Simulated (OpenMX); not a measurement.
The system is TiSi2.

```
CELL_PARAMETERS angstrom
1.76511 -6.75928 0.00000
1.76511 6.75928 0.00000
0.00000 0.00000 3.56517
ATOMIC_POSITIONS crystal
Ti 0.10312 0.89688 0.25000
Ti 0.89688 0.10312 0.75000
Si 0.75031 0.24969 0.25000
Si 0.24969 0.75031 0.75000
Si 0.44175 0.55825 0.25000
Si 0.55825 0.44175 0.75000
```

The cell comes from a database or a generator and needn't be the stable form of this composition.

- Program: OpenMX 3.8.5
- Task: single point
- Functional: PBE
- Potentials or basis: OpenMX 2013 PBE set, Ti7.0-s3p2d2, Si7.0-s2p2d1, grid cutoff 400 Ry
- k mesh: 9 × 9 × 9
- Occupations: fermi-dirac, width 0.05 eV
- Spin: no spin polarisation

On this cell: pressure 3.2 GPa; largest force 0.199 eV/Å; band gap on the k mesh none (metal or under the smearing width).

The same run follows on a disturbed copy (atoms moved at random, drawn with an rms of 0.05 Å):

```xyz
6
Lattice="1.7651 -6.7593 0.0000 1.7651 6.7593 0.0000 0.0000 0.0000 3.5652" Properties=species:S:1:pos:R:3 pbc="T T T"
Ti    1.7665    5.4096    0.9303
Ti    1.7627   -5.3266    2.7320
Si    1.7788   -3.4111    0.8933
Si    1.7285    3.4152    2.6512
Si    1.7665    0.7502    0.9085
Si    1.7353   -0.7895    2.6706
```

What changes?

The energy (extrapolated to zero smearing) moves by +13.1 meV/atom; pressure 3.8 GPa; largest force 0.722 eV/Å; band gap on the k mesh none (metal or under the smearing width).

Forces on the atoms (eV/Å):
```
Ti  -0.267 -0.399 -0.498
Ti  -0.081 -0.437 -0.570
Si  -0.292  0.444  0.065
Si   0.376  0.021  0.329
Si  -0.024  0.627  0.152
Si   0.289 -0.264  0.517
```

Caveats: the basis of atomic orbitals isn't converged, which shifts pressures, moduli and gaps.
